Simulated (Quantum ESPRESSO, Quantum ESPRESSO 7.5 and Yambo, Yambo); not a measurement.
# MgO (Fm-3m): G0W0 with Yambo, start to end

Wanted: ground state, empty states, screening and self-energy for MgO (Fm-3m).

Main program and level: Quantum ESPRESSO 7.5 and Yambo 5.3.0; PBE and many-body steps on it, plane waves.

**What was measured.**

- Gap 7.83 eV: literature experimental gap; bulk crystal (quoted in “Electronic structure of alkaline earth and post-transition metal oxides”, 2009, arxiv:0908.1581).

## Step 1: The structure

It takes space group Fm-3m (No. 225, cubic). Conventional cell: a = 4.194 Å, b = 4.194 Å, c = 4.194 Å, α = 90.00°, β = 90.00°, γ = 90.00°. Nearest to Mg lie 6 O at 2.10 Å. Nearest to O lie 6 Mg at 2.10 Å. Farther neighbours and most contacts between anions are not listed.

The cell and positions are those that the Materials Project relaxed with its own functionals (PBE, PBE+U or r2SCAN), kept fixed.

## Step 2: Ground state

This step: Quantum ESPRESSO 7.5; DFT, PBE, plane waves, norm-conserving pseudopotentials.

The ground-state density comes first.

Contents of pw.in:

```
&control
  calculation = 'scf'
  prefix = 'x'
  outdir = 'o'
  pseudo_dir = 'pseudo'
/
&system
  ibrav = 0
  nat = 2
  ntyp = 2
  ecutwfc = 76.0
  nbnd = 13
  force_symmorphic = .true.
/
&electrons
  conv_thr = 1e-10
  electron_maxstep = 80
  mixing_beta = 0.5
/
ATOMIC_SPECIES
  Mg 24.305 Mg.upf
  O 15.999 O.upf
CELL_PARAMETERS angstrom
  -0.0000000000 2.0970013927 2.0970013927
  2.0970013927 -0.0000000000 2.0970013927
  2.0970013927 2.0970013927 -0.0000000000
ATOMIC_POSITIONS crystal
  Mg 0.0000000000 0.0000000000 0.0000000000
  O 0.5000000000 0.5000000000 0.5000000000
K_POINTS automatic
  8 8 8 0 0 0
```

On the command line:

```console
$ OMP_NUM_THREADS=1 mpirun -n 4 pw.x -nk 4 -in pw.in > pw.out
```

The log of the run:

```text
Program PWSCF v.7.5 starts

     This program is part of the open-source Quantum ESPRESSO suite
     for quantum simulation of materials; please cite
         "P. Giannozzi et al., J. Phys.:Condens. Matter 21 395502 (2009);
         "P. Giannozzi et al., J. Phys.:Condens. Matter 29 465901 (2017);
         "P. Giannozzi et al., J. Chem. Phys. 152 154105 (2020);
     in publications or presentations arising from this work. More details at
     Message from routine setup:
     using ibrav=0 with symmetry is DISCOURAGED, use correct ibrav instead

     G-vector sticks info

     bravais-lattice index     =            0
     lattice parameter (alat)  =       5.6042  a.u.
     unit-cell volume          =     124.4580 (a.u.)^3
     number of atoms/cell      =            2
     number of atomic types    =            2
     number of electrons       =        16.00
     number of Kohn-Sham states=           13
     kinetic-energy cutoff     =      76.0000  Ry
     charge density cutoff     =     304.0000  Ry
     scf convergence threshold =      1.0E-10
     mixing beta               =       0.5000
     number of iterations used =            8  plain     mixing
     Exchange-correlation= PBE
                           (   1   4   3   4   0   0   0)

     celldm(1)=   5.604187  celldm(2)=   0.000000  celldm(3)=   0.000000
     celldm(4)=   0.000000  celldm(5)=   0.000000  celldm(6)=   0.000000

     crystal axes: (cart. coord. in units of alat)
               a(1) = (  -0.000000   0.707107   0.707107 )
               a(2) = (   0.707107  -0.000000   0.707107 )
               a(3) = (   0.707107   0.707107  -0.000000 )

     reciprocal axes: (cart. coord. in units 2 pi/alat)
               b(1) = ( -0.707107  0.707107  0.707107 )
               b(2) = (  0.707107 -0.707107  0.707107 )
               b(3) = (  0.707107  0.707107 -0.707107 )
     Pseudo is Norm-conserving, Zval = 10.0
     Generated using ONCVPSP code by D. R. Hamann
     Using radial grid of 1510 points,  4 beta functions with:
     Pseudo is Norm-conserving + core correction, Zval =  6.0
     Generated using ONCVPSP code by D. R. Hamann
     Using radial grid of  936 points,  5 beta functions with:
     Mg               10.00    24.30500     Mg( 1.00)
     O                 6.00    15.99900     O ( 1.00)

     48 Sym. Ops., with inversion, found

   Cartesian axes

     site n.     atom                  positions (alat units)
         1        Mg     tau(   1) = (   0.0000000   0.0000000   0.0000000  )
         2        O      tau(   2) = (   0.7071068   0.7071068   0.7071068  )

     number of k points=    29
                       cart. coord. in units 2pi/alat
        k(    1) = (   0.0000000   0.0000000   0.0000000), wk =   0.0039062
        k(    2) = (   0.0883883   0.0883883  -0.0883883), wk =   0.0312500
        k(    3) = (   0.1767767   0.1767767  -0.1767767), wk =   0.0312500
        k(    4) = (   0.2651650   0.2651650  -0.2651650), wk =   0.0312500
        k(    5) = (  -0.3535534  -0.3535534   0.3535534), wk =   0.0156250
        k(    6) = (   0.1767767   0.0000000   0.0000000), wk =   0.0234375
        k(    7) = (   0.2651650   0.0883883  -0.0883883), wk =   0.0937500
        k(    8) = (   0.3535534   0.1767767  -0.1767767), wk =   0.0937500
        k(    9) = (  -0.2651650  -0.4419417   0.4419417), wk =   0.0937500
        k(   10) = (  -0.1767767  -0.3535534   0.3535534), wk =   0.0937500
     [... 17 further rows ...]
        k(   28) = (  -0.7071068   0.1767767  -0.0000000), wk =   0.0468750
        k(   29) = (  -0.7071068   0.3535534   0.0000000), wk =   0.0234375

     Dense  grid:    11113 G-vectors     FFT dimensions: (  32,  32,  32)

     Initial potential from superposition of free atoms

     starting charge      15.9992, renormalised to      16.0000
     Starting wfcs are    9 randomized atomic wfcs +    4 random wfcs

     per-process dynamical memory:    13.0 Mb

     Self-consistent Calculation

     iteration #  1     ecut=    76.00 Ry     beta= 0.50

     total energy              =    -151.98565451 Ry
     estimated scf accuracy    <       0.38484898 Ry

     iteration #  2     ecut=    76.00 Ry     beta= 0.50

     total energy              =    -152.09104709 Ry
     estimated scf accuracy    <       0.05835942 Ry

     iteration #  3     ecut=    76.00 Ry     beta= 0.50

     total energy              =    -152.10062289 Ry
     estimated scf accuracy    <       0.00317989 Ry

     iteration #  4     ecut=    76.00 Ry     beta= 0.50

     total energy              =    -152.10079175 Ry
     estimated scf accuracy    <       0.00008100 Ry

     iteration #  5     ecut=    76.00 Ry     beta= 0.50

     total energy              =    -152.10080590 Ry
     estimated scf accuracy    <       0.00000244 Ry

     iteration #  6     ecut=    76.00 Ry     beta= 0.50

     total energy              =    -152.10080622 Ry
     estimated scf accuracy    <       0.00000032 Ry

     iteration #  7     ecut=    76.00 Ry     beta= 0.50

     total energy              =    -152.10080622 Ry
     estimated scf accuracy    <       0.00000004 Ry

     iteration #  8     ecut=    76.00 Ry     beta= 0.50

     total energy              =    -152.10080623 Ry
     estimated scf accuracy    <          2.6E-09 Ry

     iteration #  9     ecut=    76.00 Ry     beta= 0.50

     End of self-consistent calculation

          k = 0.0000 0.0000 0.0000 (  1411 PWs)   bands (ev):

   -64.1039 -30.8548 -30.8548 -30.8548  -9.0394   8.2133   8.2133   8.2133
    13.1081  24.2494  24.2494  24.2494  28.0511

          k = 0.0884 0.0884-0.0884 (  1405 PWs)   bands (ev):

   -64.1025 -30.8681 -30.8561 -30.8561  -8.8674   7.2649   8.1108   8.1108
    14.0128  22.5118  24.6067  24.6067  29.0607

          k = 0.1768 0.1768-0.1768 (  1390 PWs)   bands (ev):

   -64.0993 -30.8995 -30.8593 -30.8593  -8.4208   5.5520   7.8738   7.8738
    15.4521  20.9345  25.0825  25.0825  28.6544

          k = 0.2652 0.2652-0.2652 (  1410 PWs)   bands (ev):

     [... further k-points ...]

     highest occupied, lowest unoccupied level (ev):     8.2133   13.1081

!    total energy              =    -152.10080623 Ry
     estimated scf accuracy    <          3.6E-11 Ry

     The total energy is the sum of the following terms:
     one-electron contribution =     -73.72474351 Ry
     hartree contribution      =      41.30826807 Ry
     xc contribution           =     -24.50956510 Ry
     ewald contribution        =     -95.17476569 Ry

     convergence has been achieved in   9 iterations

     XML data file, charge density, pseudopotentials, collected wavefunctions

=------------------------------------------------------------------------------=
   JOB DONE.
=------------------------------------------------------------------------------=
```

Elapsed: 2.2 s, on 4 MPI ranks of Arm Neoverse V1, shared host; peak memory 0.19 GiB.

This step gave:

- total energy: -2069.4369 eV
- gap: 4.895 eV
- k of the valence top: 0, 0, 0
- k of the conduction bottom: 0, 0, 0
- least direct gap: 4.895 eV

The gap is direct, at Γ.

## Step 3: Bands along the symmetry lines

Levels along a band path, at the cheap level, show where the edges lie and whether the meshes to come will hold them.

Contents of pw.in:

```
&control
  calculation = 'bands'
  prefix = 'x'
  outdir = 'o'
  pseudo_dir = 'pseudo'
/
&system
  ibrav = 0
  nat = 2
  ntyp = 2
  ecutwfc = 76.0
  nbnd = 14
  force_symmorphic = .true.
/
&electrons
  conv_thr = 1e-9
  electron_maxstep = 80
  diago_full_acc = .true.
  diago_thr_init = 5e-6
/
ATOMIC_SPECIES
  Mg 24.305 Mg.upf
  O 15.999 O.upf
CELL_PARAMETERS angstrom
  -0.0000000000 2.0970013927 2.0970013927
  2.0970013927 -0.0000000000 2.0970013927
  2.0970013927 2.0970013927 -0.0000000000
ATOMIC_POSITIONS crystal
  Mg 0.0000000000 0.0000000000 0.0000000000
  O 0.5000000000 0.5000000000 0.5000000000
K_POINTS crystal
  50
  0.00000000 0.00000000 0.00000000 1
  0.06250000 0.00000000 0.06250000 1
  0.12500000 0.00000000 0.12500000 1
  0.18750000 0.00000000 0.18750000 1
  0.25000000 0.00000000 0.25000000 1
  0.31250000 0.00000000 0.31250000 1
  0.37500000 0.00000000 0.37500000 1
  0.43750000 0.00000000 0.43750000 1
  0.50000000 0.00000000 0.50000000 1
  0.51562500 0.03125000 0.51562500 1
  0.53125000 0.06250000 0.53125000 1
  0.54687500 0.09375000 0.54687500 1
  0.56250000 0.12500000 0.56250000 1
  0.57812500 0.15625000 0.57812500 1
  0.59375000 0.18750000 0.59375000 1
  0.60937500 0.21875000 0.60937500 1
  0.62500000 0.25000000 0.62500000 1
  0.37500000 0.37500000 0.75000000 1
  0.32812500 0.32812500 0.65625000 1
  0.28125000 0.28125000 0.56250000 1
  0.23437500 0.23437500 0.46875000 1
  0.18750000 0.18750000 0.37500000 1
  0.14062500 0.14062500 0.28125000 1
  0.09375000 0.09375000 0.18750000 1
  0.04687500 0.04687500 0.09375000 1
  0.00000000 0.00000000 0.00000000 1
  0.06250000 0.06250000 0.06250000 1
  0.12500000 0.12500000 0.12500000 1
  0.18750000 0.18750000 0.18750000 1
  0.25000000 0.25000000 0.25000000 1
  0.31250000 0.31250000 0.31250000 1
  0.37500000 0.37500000 0.37500000 1
  0.43750000 0.43750000 0.43750000 1
  0.50000000 0.50000000 0.50000000 1
  0.50000000 0.46875000 0.53125000 1
  0.50000000 0.43750000 0.56250000 1
  0.50000000 0.40625000 0.59375000 1
  0.50000000 0.37500000 0.62500000 1
  0.50000000 0.34375000 0.65625000 1
  0.50000000 0.31250000 0.68750000 1
  0.50000000 0.28125000 0.71875000 1
  0.50000000 0.25000000 0.75000000 1
  0.50000000 0.21875000 0.71875000 1
  0.50000000 0.18750000 0.68750000 1
  0.50000000 0.15625000 0.65625000 1
  0.50000000 0.12500000 0.62500000 1
  0.50000000 0.09375000 0.59375000 1
  0.50000000 0.06250000 0.56250000 1
  0.50000000 0.03125000 0.53125000 1
  0.50000000 0.00000000 0.50000000 1
```

The log of the run:

```text
[banner, memory and clock lines left out]
Program PWSCF v.7.5 starts

     Atomic positions and unit cell read from directory:
     o/x.save/

     Message from routine setup:
     using ibrav=0 with symmetry is DISCOURAGED, use correct ibrav instead

     G-vector sticks info

     bravais-lattice index     =            0
     lattice parameter (alat)  =       5.6042  a.u.
     unit-cell volume          =     124.4580 (a.u.)^3
     number of atoms/cell      =            2
     number of atomic types    =            2
     number of electrons       =        16.00
     number of Kohn-Sham states=           14
     kinetic-energy cutoff     =      76.0000  Ry
     charge density cutoff     =     304.0000  Ry
     Exchange-correlation= PBE
                           (   1   4   3   4   0   0   0)

     celldm(1)=   5.604187  celldm(2)=   0.000000  celldm(3)=   0.000000
     celldm(4)=   0.000000  celldm(5)=   0.000000  celldm(6)=   0.000000

     crystal axes: (cart. coord. in units of alat)
               a(1) = (  -0.000000   0.707107   0.707107 )
               a(2) = (   0.707107  -0.000000   0.707107 )
               a(3) = (   0.707107   0.707107  -0.000000 )

     reciprocal axes: (cart. coord. in units 2 pi/alat)
               b(1) = ( -0.707107  0.707107  0.707107 )
               b(2) = (  0.707107 -0.707107  0.707107 )
               b(3) = (  0.707107  0.707107 -0.707107 )
     Pseudo is Norm-conserving, Zval = 10.0
     Generated using ONCVPSP code by D. R. Hamann
     Using radial grid of 1510 points,  4 beta functions with:
     Pseudo is Norm-conserving + core correction, Zval =  6.0
     Generated using ONCVPSP code by D. R. Hamann
     Using radial grid of  936 points,  5 beta functions with:
     Mg               10.00    24.30500     Mg( 1.00)
     O                 6.00    15.99900     O ( 1.00)

     48 Sym. Ops., with inversion, found

   Cartesian axes

     site n.     atom                  positions (alat units)
         1        Mg     tau(   1) = (   0.0000000   0.0000000   0.0000000  )
         2        O      tau(   2) = (   0.7071068   0.7071068   0.7071068  )

     number of k points=    50
                       cart. coord. in units 2pi/alat
        k(    1) = (   0.0000000   0.0000000   0.0000000), wk =   0.0400000
        k(    2) = (   0.0000000   0.0883883   0.0000000), wk =   0.0400000
        k(    3) = (   0.0000000   0.1767767   0.0000000), wk =   0.0400000
[...]
[... 38 further rows ...]
        k(   49) = (   0.0441942   0.7071068   0.0000000), wk =   0.0400000
        k(   50) = (   0.0000000   0.7071068   0.0000000), wk =   0.0400000

     Dense  grid:    11113 G-vectors     FFT dimensions: (  32,  32,  32)

     The potential is recalculated from file :
     o/x.save/charge-density

     Starting wfcs are    9 randomized atomic wfcs +    5 random wfcs

     Band Structure Calculation

     End of band structure calculation

          k = 0.0000 0.0000 0.0000 (  1411 PWs)   bands (ev):

   -64.1039 -30.8549 -30.8549 -30.8549  -9.0394   8.2133   8.2133   8.2133
    13.1082  24.2494  24.2494  24.2494  28.0511  30.0888

          k = 0.0000 0.0884 0.0000 (  1399 PWs)   bands (ev):

   -64.1035 -30.8580 -30.8558 -30.8558  -8.9808   7.9049   8.1517   8.1517
    13.4594  23.4237  24.3842  24.3842  29.0710  29.1425

          k = 0.0000 0.1768 0.0000 (  1399 PWs)   bands (ev):

   -64.1021 -30.8672 -30.8591 -30.8591  -8.8133   7.1868   7.9813   7.9813
    14.3084  22.0059  24.7577  24.7577  27.3189  30.5759

          k =-0.0000 0.2652 0.0000 (  1383 PWs)   bands (ev):

[...]
k = 0.0000 0.4419-0.0000 (  1383 PWs)   bands (ev):

[...]
k =-0.0000 0.5303 0.0000 (  1379 PWs)   bands (ev):

[...]
k = 0.0000 0.6187-0.0000 (  1383 PWs)   bands (ev):

[...]
k = 0.4640 0.4640-0.0000 (  1384 PWs)   bands (ev):

[...]
k = 0.3315 0.3315-0.0000 (  1388 PWs)   bands (ev):

[...]
k = 0.3094 0.7071-0.0000 (  1402 PWs)   bands (ev):

[...]
k = 0.2210 0.7071-0.0000 (  1398 PWs)   bands (ev):

[...]
k = 0.1768 0.7071-0.0000 (  1390 PWs)   bands (ev):

[...]
k = 0.0442 0.7071 0.0000 (  1380 PWs)   bands (ev):

   -64.0917 -30.9300 -30.8848 -30.8845  -7.4587   4.1431   6.8236   6.8457
    17.5205  18.4285  21.4225  27.2705  27.4429  34.1183

          k = 0.0000 0.7071 0.0000 (  1362 PWs)   bands (ev):

   -64.0917 -30.9301 -30.8842 -30.8842  -7.4612   4.1242   6.8628   6.8628
    17.4582  18.3678  21.4446  27.4034  27.4034  34.0357

     XML data file, pseudopotentials, collected wavefunctions
```

Run time: 1.4 s. Hardware: 4 MPI ranks; peak memory 0.05 GiB.

This step gave:

```
gap                        : 4.895 eV
k of the valence top       : 0, 0, 0
k of the conduction bottom : 0, 0, 0
least direct gap           : 4.895 eV
```

The gap is 4.895 eV, as in the run before at this level.

Electronic bands along the path, in eV, zero at the top of the highest filled band; v1 is the highest filled band, c1 the lowest empty one:

```tsv
point	v4	v3	v2	v1	c1	c2	c3	c4
Γ	-17.25	0.00	0.00	0.00	4.89	16.04	16.04	16.04
halfway	-16.47	-2.63	-0.74	-0.74	8.23	11.31	15.69	17.68
X	-15.67	-4.09	-1.35	-1.35	9.24	10.15	13.23	19.19
halfway	-15.66	-3.94	-1.80	-1.30	9.63	10.67	13.07	18.82
U	-15.65	-3.50	-2.72	-1.14	10.22	11.95	12.66	18.34
jump to K	-15.65	-3.50	-2.72	-1.14	10.22	11.95	12.66	18.34
halfway	-16.39	-2.94	-1.18	-0.39	8.32	12.13	15.56	18.15
Γ	-17.25	0.00	0.00	0.00	4.89	16.04	16.04	16.04
halfway	-16.63	-2.66	-0.34	-0.34	7.24	12.72	16.87	16.87
L	-15.90	-4.64	-0.65	-0.65	8.02	12.76	16.49	16.49
halfway	-15.76	-4.02	-1.94	-0.99	9.80	12.34	13.67	17.10
W	-15.61	-2.96	-2.96	-1.78	11.77	11.77	12.35	15.74
halfway	-15.64	-3.79	-1.90	-1.57	10.13	11.04	12.89	17.56
X	-15.67	-4.09	-1.35	-1.35	9.24	10.15	13.23	19.19
```

The electronic bands as a text plot (rows in eV, shown from -8.0 to 10.9 only):

```
   10.5 |       ++ +++++  ++++                         +     ++++
    9.7 |         +++ ++++    ++                      +       ++
    8.9 |       ++   +                              ++          +
    8.1 |     ++                +              +++++
    7.4 |    +                   ++         +++
    6.6 |                          ++      +
    5.8 |  ++                            ++
    5.0 |++                          ++++
    4.2 |
    3.4 |
    2.6 |
    1.8 |
    1.1 |
    0.3 |**                        ********
   -0.5 | ******            **********  *  ***********
   -1.3 |  **   ************    *  **    **         ******   ****
   -2.1 |    *         **   **** **        *          **  ****
   -2.9 |     ****       ***    *           *           ****
   -3.7 |         *** **********             **       ***   ****
   -4.5 |            *                         *******          *
   -5.2 |
   -6.0 |
   -6.8 |
   -7.6 |
         Γ           X  U|K            Γ         L        W     X
```

(Part 1 of 3 ends here.)

[Paths, hosts, dates, memory and timing lines, banners, echoed tables and standing remarks are left out of the program output.]

[Logs are printed without paths, hosts, clocks, repeated set-up lines and the standing remarks that a program may print on its own settings, such as how far it seeks lower states.]

[Runs of the session that timed out or met a known fault of the program may be left out.]

[Hosts, paths, dates, database ids (printed as entryN), source tags and the programs' standing remarks are cut or masked in the printed files.]
